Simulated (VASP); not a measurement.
# Cr (Fd-3m) in VASP: notebook, part 2 of 2

VASP 6.6.1. The steps go on from the part before.

### Step 4. Single point, RPBE

This run uses another cell than the first one, of 18.49 Å³/atom, 1.080 times its volume.

Contents of INCAR:

```
SYSTEM = Cr
PREC = Accurate
ENCUT = 520
EDIFF = 1E-6
ISMEAR = -1
SIGMA = 0.1
LREAL = .FALSE.
LASPH = .TRUE.
NELM = 100
ALGO = Normal
ISIF = 2
LWAVE = .FALSE.
LCHARG = .FALSE.
GGA = RP
NBANDS = 19
```

Contents of KPOINTS:

```
regular mesh
0
G
  12 12 12
  0 0 0
```

Contents of POSCAR:

```
Cr
1.0
    0.0000000000      2.6441119456      2.6441119456
    2.6441119456      0.0000000000      2.6441119456
    2.6441119456      2.6441119456      0.0000000000
Cr
2
Direct
    0.1250000000      0.1250000000      0.1250000000
    0.8750000000      0.8750000000      0.8750000000
```

Potentials or basis: VASP PAW PBE potentials, release 64 (Cr_pv).

Started as:

```sh
$ cat potpaw_PBE.64/Cr_pv/POTCAR > POTCAR
$ mpirun -np 1 vasp_std > vasp.out
```

OUTCAR:

```text
SYSTEM = Cr
   PREC = Accurate
   ENCUT = 520
   EDIFF = 1E-6
   ISMEAR = -1
   LREAL = .FALSE.
   LASPH = .TRUE.
   NELM = 100
   ISIF = 2
   GGA = RP

 ion  position               nearest neighbor table
   1  0.125  0.125  0.125-   2 2.29   2 2.29   2 2.29   2 2.29
   2  0.875  0.875  0.875-   1 2.29   1 2.29   1 2.29   1 2.29

  LATTYP: Found a face centered cubic cell.
 ALAT       =     5.2882238912

  Lattice vectors:

 A1 = (   0.0000000000,   2.6441119456,   2.6441119456)
 A2 = (   2.6441119456,   0.0000000000,   2.6441119456)
 A3 = (   2.6441119456,   2.6441119456,   0.0000000000)

Analysis of symmetry for initial positions (statically):
=====================================================================
 Subroutine PRICEL returns:
 Original cell was already a primitive cell.

 Routine SETGRP: Setting up the symmetry group for a
 face centered cubic supercell.

 Subroutine GETGRP returns: Found 48 space group operations
 (whereof 12 operations were pure point group operations)
 out of a pool of 48 trial point group operations.

The static configuration has the point symmetry D_3d.
 The point group associated with its full space group is O_h .

Analysis of symmetry for dynamics (positions and initial velocities):
=====================================================================
 Subroutine PRICEL returns:
 Original cell was already a primitive cell.

 Routine SETGRP: Setting up the symmetry group for a
 face centered cubic supercell.

 Subroutine GETGRP returns: Found 48 space group operations
 (whereof 12 operations were pure point group operations)
 out of a pool of 48 trial point group operations.

The dynamic configuration has the point symmetry D_3d.
 The point group associated with its full space group is O_h .

 Subroutine INISYM returns: Found 48 space group operations
 (whereof 12 operations are pure point group operations),
 and found     1 'primitive' translations

----------------------------------------------------------------------------------------

                                     Primitive cell

  volume of cell :      36.9717

  direct lattice vectors                    reciprocal lattice vectors
     0.000000000  2.644111946  2.644111946    -0.189099407  0.189099407  0.189099407
     2.644111946  0.000000000  2.644111946     0.189099407 -0.189099407  0.189099407
     2.644111946  2.644111946  0.000000000     0.189099407  0.189099407 -0.189099407

  length of vectors
     3.739338974  3.739338974  3.739338974     0.327529780  0.327529780  0.327529780

  position of ions in fractional coordinates (direct lattice)
     0.125000000  0.125000000  0.125000000
     0.875000000  0.875000000  0.875000000

  ion indices of the primitive-cell ions
   primitive index   ion index
                 1           1
                 2           2

----------------------------------------------------------------------------------------

 KPOINTS: regular mesh

Automatic generation of k-mesh.
 Grid dimensions read from file:
 generate k-points for:   12   12   12

 Generating k-lattice:

  Cartesian coordinates                     Fractional coordinates (reciprocal lattice)
    -0.015758284  0.015758284  0.015758284     0.083333333  0.000000000  0.000000000
     0.015758284 -0.015758284  0.015758284     0.000000000  0.083333333  0.000000000
     0.015758284  0.015758284 -0.015758284     0.000000000  0.000000000  0.083333333

  Length of vectors
     0.027294148  0.027294148  0.027294148

  Shift w.r.t. Gamma in fractional coordinates (k-lattice)
     0.000000000  0.000000000  0.000000000

 Subroutine IBZKPT returns following result:
 ===========================================

 Found     72 irreducible k-points:

 Following reciprocal coordinates:
            Coordinates               Weight
  0.000000  0.000000  0.000000      1.000000
  0.083333  0.000000  0.000000      8.000000
  0.166667  0.000000  0.000000      8.000000
  0.250000  0.000000  0.000000      8.000000
  0.333333  0.000000  0.000000      8.000000
  0.416667  0.000000  0.000000      8.000000
[... 16 lines left out ...]
  0.500000  0.166667  0.000000     24.000000
 -0.416667  0.166667  0.000000     24.000000
 [... further k-points ...]
   k-points           NKPTS =     72   k-points in BZ     NKDIM =     72   number of bands    NBANDS=     19
   number of dos      NEDOS =    301   number of ions     NIONS =      2
   total plane-waves  NPLWV =  21952
   dimension x,y,z NGX =    28 NGY =   28 NGZ =   28
   dimension x,y,z NGXF=    56 NGYF=   56 NGZF=   56
   ions per type =               2
   NGX,Y,Z   is equivalent  to a cutoff of  12.45, 12.45, 12.45 a.u.
   NGXF,Y,Z  is equivalent  to a cutoff of  24.90, 24.90, 24.90 a.u.
 SYSTEM =  Cr
   PREC   = accura    normal or accurate (medium, high low for compatibility)
   ISTART =      0    job   : 0-new  1-cont  2-samecut
   ICHARG =      2    charge: 1-file 2-atom 10-const
   ISPIN  =      1    spin polarized calculation?
   LNONCOLLINEAR =      F non collinear calculations
   LSORBIT =      F    spin-orbit coupling
   LASPH  =      T    aspherical Exc in radial PAW
   ENCUT  =  520.0 eV  38.22 Ry    6.18 a.u.   6.95  6.95  6.95*2*pi/ulx,y,z
   NELM   =    100;   NELMIN=  2; NELMDL= -5     # of ELM steps
   EDIFF  = 0.1E-05   stopping-criterion for ELM
   LREAL  =      F    real-space projection
   EDIFFG = 0.1E-04   stopping-criterion for IOM
   NSW    =      0    number of steps for IOM
   IBRION =     -1    ionic relax: 0-MD 1-quasi-New 2-CG
   NFREE  =      0    steps in history (QN), initial steepest desc. (CG)
   ISIF   =      2    stress and relaxation
   ISYM   =      2    0-nonsym 1-usesym 2-fastsym
   POTIM  = 0.5000    time-step for ionic-motion
   TEBEG  =    0.0;   TEEND  =   0.0 temperature during run
   PSTRESS=    0.0 pullay stress
   NELECT =      24.0000    total number of electrons
   NUPDOWN=      -1.0000    fix difference up-down
   EMIN   =  10.00;   EMAX   =-10.00  energy-range for DOS
   EFERMI =   0.00;   METHOD = LEGACY
   ISMEAR =    -1;   SIGMA  =   0.10  broadening in eV -4-tet -1-fermi 0-gaus
   EFERMI_NEDOS =   21; number of points for ismear=-14 and -15
   IALGO  =     38    algorithm
   IMIX   =      4    mixing-type and parameters
     AMIX     =   0.40;   BMIX     =  1.00
     AMIX_MAG =   1.60;   BMIX_MAG =  1.00
  volume/ion in A,a.u.               =      18.49       124.75
  Fermi-wavevector in a.u.,A,eV,Ry     =   1.417497  2.678680 27.338146  2.009297
  Thomas-Fermi vector in A             =   2.538721
   LORBIT       =      0    0 simple, 1 ext, 2 COOP (PROOUT), +10 PAW based schemes
   GGA     = RP    functional components
   LHFCALC =     F    Hartree Fock is set to
   AEXX    =    0.0000 exact exchange contribution
   IVDW    =     0    specifies the selected vdW correction
   LEPSILON=     F    determine dielectric tensor
   LRPA    =     F    only Hartree local field effects (RPA)
 non-spin polarized calculation
  energy-cutoff  :      520.00
  volume of cell :       36.97
 maximum number of plane-waves:      1018
   NGX = 13   NGY = 13   NGZ = 13

 number of electron      24.0000021 magnetization

 Free energy of the ion-electron system (eV)
  ---------------------------------------------------
  ext. energy  EPLUGINS =         0.00000000
  ---------------------------------------------------
  free energy    TOTEN  =       -13.75332305 eV

  energy without entropy =      -13.59952246  energy(sigma->0) =      -13.67642275

 E-fermi :   5.2728     XC(G=0): -10.6661

 val. band max:        5.2704892659   @ k =   0.5000   0.4167   0.0000
 cond. band min:       5.2777579505   @ k =  -0.4167   0.4167   0.0833
 fundamental gap:      0.0072686846
 Fermi energy:         5.2727647981

 k-point     1 :       0.0000    0.0000    0.0000
  band No.  band energies     occupation
      1     -37.3768      2.00000
      2     -37.3768      2.00000
      3     -37.3768      2.00000
      4     -36.7818      2.00000
      5     -36.7818      2.00000
      6     -36.7818      2.00000
[... 11 lines left out ...]
     18      13.5770      0.00000
     19      13.5787      0.00000
[... 485 lines left out ...]
 k-point    24 :      -0.4167    0.1667    0.0000
  band No.  band energies     occupation
      1     -37.4981      2.00000
      2     -37.4581      2.00000
      3     -37.2916      2.00000
      4     -36.8774      2.00000
      5     -36.7002      2.00000
      6     -36.6665      2.00000
[... 11 lines left out ...]
     18       8.8427      0.00000
     19      12.6491      0.00000

 [... further k-points ...]

------------------------ aborting loop because EDIFF is reached ----------------------------------------

  FORCE on cell =-STRESS in cart. coord.  units (eV):
  Direction    XX          YY          ZZ          XY          YZ          ZX
  --------------------------------------------------------------------------------------
  -------------------------------------------------------------------------------------
  Total       -1.4323464     -1.4323464     -1.4323464     -0.0000000     -0.0000000      0.0000000
  in kB      -62.0710546    -62.0710546    -62.0710546     -0.0000000     -0.0000000      0.0000000
  external PRESSURE =     -62.0710546 kB  Pullay stress =       0.0000000 kB

 VOLUME and BASIS-vectors are now :
 -----------------------------------------------------------------------------
  energy-cutoff  :      520.00
  volume of cell :       36.97
      direct lattice vectors                 reciprocal lattice vectors
     0.000000000  2.644111946  2.644111946    -0.189099407  0.189099407  0.189099407
     2.644111946  0.000000000  2.644111946     0.189099407 -0.189099407  0.189099407
     2.644111946  2.644111946  0.000000000     0.189099407  0.189099407 -0.189099407

 POSITION                                       TOTAL-FORCE (eV/Angst)
 -----------------------------------------------------------------------------------
      0.66103      0.66103      0.66103         0.000000      0.000000      0.000000
      4.62720      4.62720      4.62720        -0.000000      0.000000     -0.000000
 -----------------------------------------------------------------------------------
    total drift:                                0.000000     -0.000000     -0.000000

  FREE ENERGIE OF THE ION-ELECTRON SYSTEM (eV)
  ---------------------------------------------------
  free  energy   TOTEN  =       -13.7533230475 eV

  energy  without entropy=      -13.5995224559  energy(sigma->0) =      -13.67642275
```

It took 48 s on 1 thread of Intel Xeon Platinum 8259CL at 2.50GHz (Skylake/Cascade Lake), shared host; peak memory 0.17 GiB.

What came out:

```yaml
Free_energy: -13.7533 eV
Pressure: -6.2 GPa
Band_gap_on_the_k_mesh: none (metal or under the smearing width)
```

Caveat: the PAW data sets were made with another functional, which shifts forces and pressure a little; the run has no spin polarisation, though such a crystal can be magnetic. Spin polarisation is off, so any magnetic state and its effect on volume and gap are missing.

### Step 5. Summary

| cell | k mesh | gap on the mesh (eV) | pressure (GPa) |
| --- | --- | --- | --- |
| Fd-3m, 17.12 Å³/atom | 17 × 17 × 17 | none | 0.1 |
| Fd-3m, 19.17 Å³/atom | 12 × 12 × 12 | none | -8.6 |
| Fd-3m, 18.49 Å³/atom | 12 × 12 × 12 | none | -6.2 |

Alike in all rows: task single point; level RPBE; potentials or basis VASP PAW PBE potentials, release 64 (Cr_pv); no spin polarisation; cutoff (eV) 520; smearing fermi-dirac 0.1 eV.

Every run on the cell as given and a fine mesh finds a metal.

Caveats: the PAW data sets were made with another functional, which shifts forces and pressure a little; the run has no spin polarisation, though such a crystal can be magnetic.

Total energies depend on the potentials used, so only differences within one code and one set of settings carry meaning.
